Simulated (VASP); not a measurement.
Consider the following.

```
CELL_PARAMETERS angstrom
      0.00000     3.07000     3.07000
      3.07000     0.00000     3.07000
      3.07000     3.07000     0.00000
ATOMIC_POSITIONS crystal
  Al 0.00000 0.00000 0.00000
  Sb 0.25000 0.25000 0.25000
```

Calculation: RPBE GGA, VASP's PBE PAW potentials (set 64) (plane waves; VASP). Settings: 520 eV cut-off, 7×7×7 Γ-centred mesh, Gaussian smearing of 0.050 eV, potentials Al Sb.

Energy and stress use the plane-wave basis of the starting cell.

Q: The ions, cell shape and volume are relaxed. Predict the relaxed structure.

A: 
```
CELL_PARAMETERS angstrom
      0.00000     3.14058     3.14058
      3.14058     0.00000     3.14058
      3.14058     3.14058     0.00000
ATOMIC_POSITIONS crystal
  Al 0.00000 0.00000 0.00000
  Sb 0.25000 0.25000 0.25000
```
Space group F-43m (216), at a tolerance of 0.03 Å.

Q: How do energy and volume change from the first to the last step?

A: The energy (σ→0) changes by -22.2 meV/atom and the volume by +7.1 %, in 3 ionic steps.

The compound is AlSb in the zinc blende structure. This run relaxes it. Symmetry was kept, so distortions that lower it aren't found.
